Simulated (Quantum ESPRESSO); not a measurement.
# Simulated XPS, UPS and emission spectra of KF, part 5 of 13

What would valence photoemission of KF look like, and what sets its shape?

Quantum ESPRESSO 7.5; DFT, PBE, plane waves, ultrasoft GBRV pseudopotentials, scalar-relativistic (the session's first sound run).

So far. Step 2 (The base run: self-consistent run): At this level the gap is 6.17 eV on the k-mesh of the self-consistent run, which can miss the band edges. Step 5 (The base run: bands): At this level the gap is 6.17 eV on the path.

### 6. With LDA: self-consistent run

This step: DFT, LDA, plane waves, ultrasoft GBRV pseudopotentials, scalar-relativistic (Quantum ESPRESSO 7.5).

The run is repeated with LDA on the same cell, to see how much the levels hang on the functional.

scf.in reads:

```
&control
  calculation = 'scf'
  prefix = 'pes'
  outdir = './tmp'
  pseudo_dir = './pp'
  tprnfor = .true.
  tstress = .true.
/
&system
  ibrav = 0
  nat = 2
  ntyp = 2
  ecutwfc = 40.0
  ecutrho = 200.0
  occupations = 'smearing'
  nbnd = 16
  smearing = 'fd'
  degauss = 0.00147
/
&electrons
  conv_thr = 1.2e-08
  mixing_beta = 0.5
  electron_maxstep = 120
/
ATOMIC_SPECIES
K 39.0983 k_lda_v1.4.uspp.F.UPF
F 18.9984 f_lda_v1.4.uspp.F.UPF
CELL_PARAMETERS angstrom
 0.000000000 2.671850000 2.671850000
 2.671850000 0.000000000 2.671850000
 2.671850000 2.671850000 0.000000000
ATOMIC_POSITIONS crystal
K 0.000000000 0.000000000 0.000000000
F 0.500000000 0.500000000 0.500000000
K_POINTS automatic
10 10 10 0 0 0
```

The run is started by

```
OMP_NUM_THREADS=1 mpirun -n 4 pw.x -nk 4 -in scf.in > scf.out
```

What it wrote:

```text
[banner, memory and clock lines left out]
Program PWSCF v.7.5 starts

          URL

     Message from routine setup:
     using ibrav=0 with symmetry is DISCOURAGED, use correct ibrav instead

     G-vector sticks info

     bravais-lattice index     =            0
     lattice parameter (alat)  =       7.1405  a.u.
     unit-cell volume          =     257.4322 (a.u.)^3
     number of atoms/cell      =            2
     number of atomic types    =            2
     number of electrons       =        16.00
     number of Kohn-Sham states=           16
     kinetic-energy cutoff     =      40.0000  Ry
     charge density cutoff     =     200.0000  Ry
     scf convergence threshold =      1.2E-08
     mixing beta               =       0.5000
     number of iterations used =            8  plain     mixing
     Exchange-correlation=  SLA  PZ   NOGX NOGC
                           (   1   1   0   0   0   0   0)

     celldm(1)=   7.140456  celldm(2)=   0.000000  celldm(3)=   0.000000
     celldm(4)=   0.000000  celldm(5)=   0.000000  celldm(6)=   0.000000

     crystal axes: (cart. coord. in units of alat)
               a(1) = (   0.000000   0.707107   0.707107 )
               a(2) = (   0.707107   0.000000   0.707107 )
               a(3) = (   0.707107   0.707107   0.000000 )

     reciprocal axes: (cart. coord. in units 2 pi/alat)
               b(1) = ( -0.707107  0.707107  0.707107 )
               b(2) = (  0.707107 -0.707107  0.707107 )
               b(3) = (  0.707107  0.707107 -0.707107 )

     PseudoPot. # 1 for K  read from file:
     ./pp/k_lda_v1.4.uspp.F.UPF
     Pseudo is Ultrasoft + core correction, Zval =  9.0
     Generated by new atomic code, or converted to UPF format
     Using radial grid of  841 points,  6 beta functions with:
                l(1) =   0
                l(2) =   0
                l(3) =   1
                l(4) =   1
                l(5) =   2
                l(6) =   2
     Q(r) pseudized with  6 coefficients,  rinner =    1.500   1.500   1.500
                                                       1.500   1.500

     PseudoPot. # 2 for F  read from file:
     ./pp/f_lda_v1.4.uspp.F.UPF
     Pseudo is Ultrasoft, Zval =  7.0
     Generated by new atomic code, or converted to UPF format
     Using radial grid of  799 points,  4 beta functions with:
                l(1) =   0
                l(2) =   0
                l(3) =   1
                l(4) =   1
     Q(r) pseudized with  8 coefficients,  rinner =    0.950   0.950   0.950

     atomic species   valence    mass     pseudopotential
     K                 9.00    39.09830     K ( 1.00)
     F                 7.00    18.99840     F ( 1.00)

     48 Sym. Ops., with inversion, found

   Cartesian axes

     site n.     atom                  positions (alat units)
         1        K      tau(   1) = (   0.0000000   0.0000000   0.0000000  )
         2        F      tau(   2) = (   0.7071068   0.7071068   0.7071068  )

     number of k points=    47  Fermi-Dirac smearing, width (Ry)=  0.0015
                       cart. coord. in units 2pi/alat
        k(    1) = (   0.0000000   0.0000000   0.0000000), wk =   0.0020000
        k(    2) = (   0.0707107   0.0707107  -0.0707107), wk =   0.0160000
        k(    3) = (   0.1414214   0.1414214  -0.1414214), wk =   0.0160000
        k(    4) = (   0.2121320   0.2121320  -0.2121320), wk =   0.0160000
        k(    5) = (   0.2828427   0.2828427  -0.2828427), wk =   0.0160000
        k(    6) = (  -0.3535534  -0.3535534   0.3535534), wk =   0.0080000
        k(    7) = (   0.1414214  -0.0000000   0.0000000), wk =   0.0120000
        k(    8) = (   0.2121320   0.0707107  -0.0707107), wk =   0.0480000
        k(    9) = (   0.2828427   0.1414214  -0.1414214), wk =   0.0480000
        k(   10) = (   0.3535534   0.2121320  -0.2121320), wk =   0.0480000
        k(   11) = (  -0.2828427  -0.4242641   0.4242641), wk =   0.0480000
        k(   12) = (  -0.2121320  -0.3535534   0.3535534), wk =   0.0480000
        k(   13) = (  -0.1414214  -0.2828427   0.2828427), wk =   0.0480000
        k(   14) = (  -0.0707107  -0.2121320   0.2121320), wk =   0.0480000
        k(   15) = (   0.0000000  -0.1414214   0.1414214), wk =   0.0240000
        k(   16) = (   0.2828427  -0.0000000   0.0000000), wk =   0.0120000
[...]
k(   40) = (   0.0000000  -0.2828427   0.4242641), wk =   0.0480000
        k(   41) = (  -0.1414214  -0.5656854   0.7071068), wk =   0.0480000
        k(   42) = (  -0.0707107  -0.4949747   0.6363961), wk =   0.0960000
        k(   43) = (  -0.0000000  -0.4242641   0.5656854), wk =   0.0480000
        k(   44) = (  -0.7071068   0.1414214   0.0000000), wk =   0.0240000
        k(   45) = (  -0.1414214  -0.4242641   0.7071068), wk =   0.0480000
        k(   46) = (  -0.0707107  -0.3535534   0.6363961), wk =   0.0480000
        k(   47) = (  -0.7071068   0.2828427   0.0000000), wk =   0.0240000

     Dense  grid:    12339 G-vectors     FFT dimensions: (  36,  36,  36)

     Smooth grid:     8801 G-vectors     FFT dimensions: (  30,  30,  30)

     Initial potential from superposition of free atoms

     starting charge      15.4972, renormalised to      16.0000
     Starting wfcs are   12 randomized atomic wfcs +    4 random wfcs

     per-process dynamical memory:    19.1 Mb

     Self-consistent Calculation

     iteration #  1     ecut=    40.00 Ry     beta= 0.50
     Davidson diagonalization with overlap
     ethr =  1.00E-02,  avg # of iterations =  7.6

     Threshold (ethr) on eigenvalues was too large:
     Diagonalizing with lowered threshold

     Davidson diagonalization with overlap
     ethr =  7.45E-04,  avg # of iterations =  1.9

     total energy              =    -105.74178827 Ry
     estimated scf accuracy    <       0.11782658 Ry

     iteration #  2     ecut=    40.00 Ry     beta= 0.50
     Davidson diagonalization with overlap
     ethr =  7.36E-04,  avg # of iterations =  3.5

     total energy              =    -105.76037218 Ry
     estimated scf accuracy    <       0.02253207 Ry

     iteration #  3     ecut=    40.00 Ry     beta= 0.50
     Davidson diagonalization with overlap
     ethr =  1.41E-04,  avg # of iterations =  4.8

     total energy              =    -105.76434362 Ry
     estimated scf accuracy    <       0.00318718 Ry

     iteration #  4     ecut=    40.00 Ry     beta= 0.50
     Davidson diagonalization with overlap
     ethr =  1.99E-05,  avg # of iterations =  4.1

     total energy              =    -105.76478261 Ry
     estimated scf accuracy    <       0.00022907 Ry

     iteration #  5     ecut=    40.00 Ry     beta= 0.50
     Davidson diagonalization with overlap
     ethr =  1.43E-06,  avg # of iterations =  4.6

     total energy              =    -105.76480769 Ry
     estimated scf accuracy    <       0.00000991 Ry

     iteration #  6     ecut=    40.00 Ry     beta= 0.50
     Davidson diagonalization with overlap
     ethr =  6.20E-08,  avg # of iterations =  2.6

     total energy              =    -105.76481139 Ry
     estimated scf accuracy    <       0.00000413 Ry

     iteration #  7     ecut=    40.00 Ry     beta= 0.50
     Davidson diagonalization with overlap
     ethr =  2.58E-08,  avg # of iterations =  2.0

     total energy              =    -105.76481206 Ry
     estimated scf accuracy    <       0.00000004 Ry

     iteration #  8     ecut=    40.00 Ry     beta= 0.50
     Davidson diagonalization with overlap
     ethr =  2.77E-10,  avg # of iterations =  4.2

     total energy              =    -105.76481214 Ry
     estimated scf accuracy    <       0.00000003 Ry

     iteration #  9     ecut=    40.00 Ry     beta= 0.50
     Davidson diagonalization with overlap
     ethr =  1.61E-10,  avg # of iterations =  1.7

     End of self-consistent calculation

          k = 0.0000 0.0000 0.0000 (  1067 PWs)   bands (ev):

   -24.6149 -17.1811  -8.0379  -8.0379  -8.0379   1.0572   1.0572   1.0572
     6.8494  11.5939  11.5939  11.5939  13.2989  13.2989  17.3728  25.0156

          k = 0.0707 0.0707-0.0707 (  1097 PWs)   bands (ev):

   -24.6052 -17.1902  -8.0679  -8.0428  -8.0428   0.9565   1.0207   1.0207
     7.1376  11.3974  11.7326  11.7326  13.3900  13.3900  17.8920  23.8505

          k = 0.1414 0.1414-0.1414 (  1098 PWs)   bands (ev):

   -24.5795 -17.2142  -8.1423  -8.0528  -8.0528   0.7196   0.9271   0.9271
     7.9009  11.0426  12.1062  12.1062  13.6687  13.6687  18.9643  22.0608

          k = 0.2121 0.2121-0.2121 (  1089 PWs)   bands (ev):

   -24.5474 -17.2443  -8.2327  -8.0646  -8.0646   0.4649   0.8144   0.8144
     8.8822  10.8498  12.5677  12.5677  14.1646  14.1646  18.8698  21.3500

          k = 0.2828 0.2828-0.2828 (  1101 PWs)   bands (ev):

   -24.5212 -17.2690  -8.3064  -8.0743  -8.0743   0.2800   0.7253   0.7253
     9.6387  11.0152  12.9077  12.9077  14.8539  14.8539  17.5982  19.7407

          k =-0.3536-0.3536 0.3536 (  1104 PWs)   bands (ev):

   -24.5111 -17.2785  -8.3333  -8.0783  -8.0783   0.2134   0.6916   0.6916
     9.8507  11.2673  13.0237  13.0237  15.2770  15.2770  16.9747  19.0288

          k = 0.1414-0.0000 0.0000 (  1098 PWs)   bands (ev):

   -24.6020 -17.1923  -8.0609  -8.0609  -8.0492   0.8747   1.0443   1.0443
     7.2203  11.1869  11.8594  11.8594  13.4018  13.4173  18.0582  23.8067

          k = 0.2121 0.0707-0.0707 (  1108 PWs)   bands (ev):

   -24.5819 -17.2088  -8.1213  -8.0828  -8.0575   0.6988   0.9786   0.9994
     7.7981  10.8365  12.1673  12.2225  13.5853  13.6072  18.9676  22.1769

          k = 0.2828 0.1414-0.1414 (  1094 PWs)   bands (ev):

[...]
k = 0.3536 0.2121-0.2121 (  1105 PWs)   bands (ev):

[...]
k =-0.2828-0.4243 0.4243 (  1105 PWs)   bands (ev):

[...]
k =-0.2121-0.3536 0.3536 (  1103 PWs)   bands (ev):

[...]
k =-0.1414-0.2828 0.2828 (  1101 PWs)   bands (ev):

[...]
k =-0.0707-0.2121 0.2121 (  1094 PWs)   bands (ev):

[...]
k = 0.0000-0.1414 0.1414 (  1109 PWs)   bands (ev):

[...]
k = 0.2828-0.0000 0.0000 (  1102 PWs)   bands (ev):

[...]
k = 0.3536 0.0707-0.0707 (  1089 PWs)   bands (ev):

[...]
k = 0.4243 0.1414-0.1414 (  1097 PWs)   bands (ev):

[...]
k =-0.2121-0.4950 0.4950 (  1103 PWs)   bands (ev):

[...]
k =-0.1414-0.4243 0.4243 (  1107 PWs)   bands (ev):

[...]
k =-0.0707-0.3536 0.3536 (  1109 PWs)   bands (ev):

[...]
k = 0.0000-0.2828 0.2828 (  1093 PWs)   bands (ev):

[...]
k = 0.4243 0.0000-0.0000 (  1094 PWs)   bands (ev):

[...]
k = 0.4950 0.0707-0.0707 (  1100 PWs)   bands (ev):

[...]
k =-0.1414-0.5657 0.5657 (  1102 PWs)   bands (ev):

[...]
k =-0.0707-0.4950 0.4950 (  1106 PWs)   bands (ev):

[...]
k =-0.0000-0.4243 0.4243 (  1113 PWs)   bands (ev):

[...]
k = 0.5657-0.0000 0.0000 (  1094 PWs)   bands (ev):

[...]
k =-0.0707-0.6364 0.6364 (  1106 PWs)   bands (ev):

[...]
k = 0.0000-0.5657 0.5657 (  1105 PWs)   bands (ev):

[...]
k =-0.7071 0.0000 0.0000 (  1106 PWs)   bands (ev):

[...]
k = 0.2828 0.1414 0.0000 (  1098 PWs)   bands (ev):

[...]
k = 0.3536 0.2121-0.0707 (  1093 PWs)   bands (ev):

[...]
k =-0.2828-0.4243 0.5657 (  1100 PWs)   bands (ev):

[...]
k =-0.2121-0.3536 0.4950 (  1108 PWs)   bands (ev):

[...]
k = 0.4243 0.1414-0.0000 (  1086 PWs)   bands (ev):

[...]
k =-0.2121-0.4950 0.6364 (  1093 PWs)   bands (ev):

[...]
k =-0.1414-0.4243 0.5657 (  1101 PWs)   bands (ev):

[...]
k =-0.0707-0.3536 0.4950 (  1102 PWs)   bands (ev):

[...]
k = 0.0000-0.2828 0.4243 (  1103 PWs)   bands (ev):

[...]
k =-0.1414-0.5657 0.7071 (  1094 PWs)   bands (ev):

[...]
k =-0.0707-0.4950 0.6364 (  1106 PWs)   bands (ev):

[...]
k =-0.0000-0.4243 0.5657 (  1104 PWs)   bands (ev):

[...]
k =-0.7071 0.1414 0.0000 (  1102 PWs)   bands (ev):

   -24.4875 -17.2097  -8.6134  -8.3047  -8.2217   0.8501   0.8718   0.9749
     9.2641  11.4713  11.9899  14.5617  15.2394  15.6311  16.1627  17.8936

          k =-0.1414-0.4243 0.7071 (  1099 PWs)   bands (ev):

   -24.4927 -17.2333  -8.4425  -8.3750  -8.1346   0.6058   0.7998   0.9193
    10.1293  10.6660  12.2863  14.3924  14.5976  15.7118  16.4622  17.8816

          k =-0.0707-0.3536 0.6364 (  1104 PWs)   bands (ev):

   -24.4879 -17.2323  -8.4454  -8.4263  -8.1306   0.6042   0.8619   0.8725
    10.4486  10.5698  12.2145  14.3323  14.8660  15.6931  16.6270  17.4554

          k =-0.7071 0.2828 0.0000 (  1104 PWs)   bands (ev):

   -24.4858 -17.2248  -8.5197  -8.4016  -8.1453   0.6658   0.8714   0.9177
    10.0235  11.0324  12.0132  14.3551  15.2447  15.7535  16.4352  17.2624

     the Fermi energy is     6.4542 ev

!    total energy              =    -105.76481214 Ry
     estimated scf accuracy    <          2.1E-09 Ry
     smearing contrib. (-TS)   =      -0.00000000 Ry
     internal energy E=F+TS    =    -105.76481214 Ry

     The total energy is F=E-TS. E is the sum of the following terms:
     one-electron contribution =     -43.92872948 Ry
     hartree contribution      =      28.91716864 Ry
     xc contribution           =     -18.13203824 Ry
     ewald contribution        =     -72.62121306 Ry

     convergence has been achieved in   9 iterations

     Forces acting on atoms (cartesian axes, Ry/au):

     atom    1 type  1   force =     0.00000000   -0.00000000   -0.00000000
     atom    2 type  2   force =    -0.00000000    0.00000000   -0.00000000

     Total force =     0.000000     Total SCF correction =     0.000000

     Computing stress (Cartesian axis) and pressure

          total   stress  (Ry/bohr**3)                   (kbar)     P=      -47.84
  -0.00032518  -0.00000000  -0.00000000          -47.84       -0.00       -0.00
  -0.00000000  -0.00032518  -0.00000000           -0.00      -47.84       -0.00
   0.00000000  -0.00000000  -0.00032518            0.00       -0.00      -47.84

     XML data file, charge density, pseudopotentials, collected wavefunctions

                                        0.00s GPU  (     585 calls)
```

It took 4.1 s on 4 MPI ranks of Intel Xeon Platinum 8559C (Emerald Rapids), shared host.

This step gave:

```
free energy       : -1439.0036 eV
Fermi energy      : 6.454 eV
pressure          : -4.784 GPa
gap on the k-mesh : 5.792 eV
```

At this level the gap is 5.79 eV on the k-mesh of the self-consistent run, which can miss the band edges.

(Continued in part 6 of 13.)

[Logs are printed without paths, hosts, clocks, repeated set-up lines and the standing remarks that a program may print on its own settings, such as how far it seeks lower states.]

[Hosts, paths, dates, database ids (printed as entryN), source tags and the programs' standing remarks are cut or masked in the printed files.]

[Maps of the electrostatic potential energy from Ansatz leave out the sawtooth potential of an applied field or a dipole correction, so their vacuum need not be flat; work functions include it.]

[Peak lists hold at most the 14 tallest peaks of each spectrum; further lines can be left out.]
